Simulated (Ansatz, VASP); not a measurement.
# One calculation of SnS2, two programs

```
Sn S
1.0
     3.66907    0.00000    0.00000
    -1.83453    3.17750    0.00000
     0.00000    0.00000    5.80953
Sn S
1 2
Cartesian
  0.0000 0.0000 0.0000
  0.0000 2.1183 1.4779
  1.8345 1.0592 4.3316
```

Alike in both runs: functional PBE; dispersion D3(BJ); k mesh 9 × 9 × 6; occupations gaussian, width 0.02 eV; no spin polarisation.

Ansatz relaxed the structure, and its values are those at the end. VASP's run is a single point on that final structure, the one shown.

|  | VASP | Ansatz |
| --- | --- | --- |
| version | VASP 6.6.1 | Ansatz 0.2.0 |
| potentials or method | VASP PAW PBE potentials, release 64 (Sn_d, S) | scalar-relativistic, plane waves, PAW |
| plane-wave cutoff (eV) | 520 | 420 |
| valence electrons in the cell | 26 | 26 |

|  | VASP | Ansatz | Ansatz less VASP |
| --- | --- | --- | --- |
| gap on the k mesh at the Fermi level (eV) | 1.25 | 1.24 | -0.015 |
| least direct gap on the mesh (eV) | 1.74 | 1.71 | -0.033 |
| pressure (GPa) | -0.1 | 0.0 | +0.12 |

With one functional, cell and mesh, what is left measures potentials, basis and numerics. Ansatz warned: «structure_snapped_to_symmetry».

Caveats: spin-orbit coupling is left out, which moves the levels of the heavy elements; an odd mesh through Γ misses points on the zone boundary, where band edges often lie.
